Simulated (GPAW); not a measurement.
# Work function of 2H-MoTe2 monolayer at several levels, part 2 of 2

Aim: the work function of both faces of 2H-MoTe2 monolayer, and its spread over functionals and bases. Where a layer proves gapped, the work function hangs on where the smearing puts the Fermi level, and the band edges take its place.

GPAW 26.7.0; GPAW, PAW setups; layer in a repeated cell with vacuum, relaxation of atoms and in-plane cell (the session's first sound run).

So far, upper work function (eV): step 3 (the slab's potential, PBE, GPAW) 4.35; step 5 (GPAW, PAW setups) 4.70; step 6 (LDA) 4.63; step 7 (RPBE) 4.24; step 8 (revPBE) 4.24.

**9. Real-space grid: mode = "fd" (continued)**

Level of this step: GPAW, PAW setups; slab in vacuum (GPAW).

The electrostatic potential energy of an electron (without an applied field's), less the Fermi level, planar mean by z:

```csv
z (Å),"electrostatic potential energy of an electron (without an applied field's), less the Fermi level, planar mean (eV)"
0,4.35
1,4.35
2,4.35
3,4.35
4,4.35
5,4.35
6,4.33
7,4.10
8,0.377
9,-21.0
10,-4.74
11,-15.7
12,-7.82
13,-12.9
14,2.98
15,4.27
16,4.35
17,4.35
18,4.36
19,4.36
20,4.36
21,4.36
```

The highest filled level lies 0.540 eV under the Fermi level, so the ionisation energy from the upper face is 4.355 + 0.540 = 4.896 eV, against 4.891 eV in the base run.

**10. Atomic orbitals: mode = "lcao"**

Atom-centred orbitals end a few angstrom from the surface, which tests how much the density's tail matters.

run.py

```python
import json
import numpy as np
from ase import Atoms
from gpaw import GPAW

slab = Atoms(
    ['Te', 'Mo', 'Te'],
    positions=[
        [-0.00000, 2.04778, 9.00000],
        [0.00000, 0.00000, 10.80584],
        [-0.00000, 2.04778, 12.61167]],
    cell=[[3.54686, -0.0, 0.0], [-1.77343, 3.07167, 0.0], [0.0, 0.0, 21.6117]],
    pbc=[True, True, False])

slab.calc = GPAW(mode='lcao', basis='dzp', h=0.18, xc='PBE', kpts={'size': (9, 9, 1), 'gamma': True},
                 occupations={'name': 'fermi-dirac', 'width': 0.05}, nbands='120%',
                 convergence={'density': 1e-05}, maxiter=200,
                 poissonsolver={'dipolelayer': 'xy'},
                 symmetry={'tolerance': 1e-3}, txt='slab.txt')
result = {}
energy = slab.get_potential_energy()
fermi = slab.calc.get_fermi_level()
v = slab.calc.get_electrostatic_potential().mean((0, 1)) - fermi
n = slab.calc.get_pseudo_density().mean((0, 1))
L = slab.cell[2, 2]
z = np.arange(len(v)) * L / len(v)
low, high = slab.positions[:, 2].min(), slab.positions[:, 2].max()
below, above = np.interp([low - 6.8, high + 6.8], z, v)
slopes = [np.interp(x, z, np.gradient(v, z)) for x in (low - 6.8, high + 6.8)]
eps = np.array([[slab.calc.get_eigenvalues(k, s) for k in range(len(slab.calc.get_ibz_k_points()))]
                for s in range(slab.calc.get_number_of_spins())]) - fermi
top, bottom = eps[eps < 0].max(), eps[eps > 0].min()
dipole = slab.get_dipole_moment()[2]
print(f'energy {energy:.4f} eV, Fermi level {fermi:.4f} eV, dipole {dipole:.5f} e A')
print(f'potential 6.8 A off the faces, from the Fermi level: lower {below:.4f} eV, upper {above:.4f} eV')
print(f'slope of the potential there: lower {slopes[0]:.5f}, upper {slopes[1]:.5f} eV/A')
print(f'nearest levels on the mesh: {top:.4f} and {bottom:.4f} eV')
print('magnetic moment', round(slab.get_magnetic_moment(), 3))
result.update(energy=energy, fermi=fermi, dipole=dipole, below=below, above=above, slopes=slopes, edges=[top, bottom],
              z=z.tolist(), v=v.tolist(), n=n.tolist(), positions=slab.positions.tolist(),
              forces=slab.get_forces(apply_constraint=False).tolist(), moments=slab.get_magnetic_moments().tolist())
json.dump(result, open('result.json', 'w'))
```

On the command line:

```sh
> OMP_NUM_THREADS=1 OPENBLAS_NUM_THREADS=1 python run.py
```

The log of the run:

```text
energy -17.1709 eV, Fermi level -4.2813 eV, dipole -0.00033 e A
potential 6.8 A off the faces, from the Fermi level: lower 4.2785 eV, upper 4.2840 eV
slope of the potential there: lower 0.00000, upper 0.00000 eV/A
nearest levels on the mesh: -0.5260 and 0.5238 eV
magnetic moment 0.0
```

Wall time 55 s (1 thread of Arm Neoverse V1, shared host); peak memory 0.26 GiB.

Numbers from this step:

| Quantity | Value |
| --- | --- |
| levels nearest the Fermi level on the mesh | -0.5260, 0.5238 eV from the Fermi level |
| upper work function | 4.284 eV |
| lower work function | 4.279 eV |
| upper ionisation energy | 4.810 eV |

Table of electrostatic potential energy of an electron (without an applied field's), less the Fermi level, planar mean by z:

```csv
z (Å),"electrostatic potential energy of an electron (without an applied field's), less the Fermi level, planar mean (eV)"
0,4.28
1,4.28
2,4.28
3,4.28
4,4.28
5,4.28
6,4.28
7,4.10
8,0.383
9,-21.1
10,-4.91
11,-15.7
12,-8.02
13,-13.0
14,3.01
15,4.24
16,4.28
17,4.28
18,4.28
19,4.28
20,4.28
21,4.28
```

The highest filled level lies 0.526 eV under the Fermi level, so the ionisation energy from the upper face is 4.284 + 0.526 = 4.810 eV, against 4.891 eV in the base run.

**11. All levels side by side**

Times are for 1 thread of Arm Neoverse V1, shared host. Results by setting:

```csv
no.,run,upper ionisation energy (eV),time,memory (GiB)
1,pw,4.891,24 s,0.2
2,optPBE vdW,5.117,34 s,0.36
3,vdW DF2,5.244,34 s,0.36
4,LDA,5.165,23 s,0.19
5,RPBE,4.781,25 s,0.2
6,revPBE,4.785,25 s,0.2
7,fd,4.896,60 s,0.39
8,lcao,4.810,55 s,0.26
```

**12. Side by side**

Results and costs are gathered.

This step: comparison of work functions, dipole and cost (GPAW 26.7.0).

Ladder, by row:

```csv
step,code,"work function, upper (eV)","work function, lower (eV)",dipole (e Å),wall time (s),peak memory (GiB),threads
pw,GPAW,4.351,4.345,-9.38e-4,24.43,0.2,1
optPBE-vdW,GPAW,4.578,4.573,-9.35e-4,34.02,0.36,1
vdW-DF2,GPAW,4.704,4.699,-9.35e-4,34.02,0.36,1
LDA,GPAW,4.626,4.621,-9.50e-4,23.31,0.19,1
RPBE,GPAW,4.241,4.235,-9.34e-4,24.75,0.2,1
revPBE,GPAW,4.245,4.239,-9.35e-4,24.57,0.2,1
fd,GPAW,4.355,4.35,-3.28e-4,59.93,0.39,1
lcao,GPAW,4.284,4.279,-3.28e-4,55.38,0.26,1
```

**13. What came out**

```
work function, upper and lower face (Fermi level placed in the gap by the smearing) : 4.351 and 4.345 eV
ionisation energy from the upper face (highest filled level on the mesh)            : 4.89 eV
electron affinity from the upper face (lowest empty Kohn-Sham level on the mesh)    : 3.81 eV
dipole along the normal                                                             : -9.4e-4 e Å, near the numerical noise
```

In words: With plane waves and PBE the ionisation energy from the upper face is 4.89 eV and the Kohn-Sham electron affinity 3.81 eV. The levels nearest the Fermi level on the mesh lie 1.08 eV apart, so the slab is gapped there: the smearing puts the Fermi level inside the gap, and from either face the ionisation energy is the work function plus 0.54 eV. Both are Kohn-Sham levels on the mesh, and semilocal gaps are too small, so the affinity tends to come out too large and the ionisation energy too small. Work functions of a gapped slab move with the place of the Fermi level in the gap; over the runs without a planted fault the highest filled level on the mesh lies 4.78 (RPBE) to 5.24 eV (vdW-DF2) under the upper vacuum level. With elements this heavy, spin-orbit coupling can move band edges by tenths of an eV. The small printed dipole stands for a step of 16 meV from the lower to the upper face, and the probes find 5.5 meV; values this small are near the numerical noise of both. The layer's cell and atoms come from the relaxation; spin-orbit coupling and temperature are left out.

[Logs are printed without paths, hosts, clocks, repeated set-up lines and the standing remarks that a program may print on its own settings, such as how far it seeks lower states.]

[Hosts, paths, dates, database ids (printed as entryN), source tags and the programs' standing remarks are cut or masked in the printed files.]
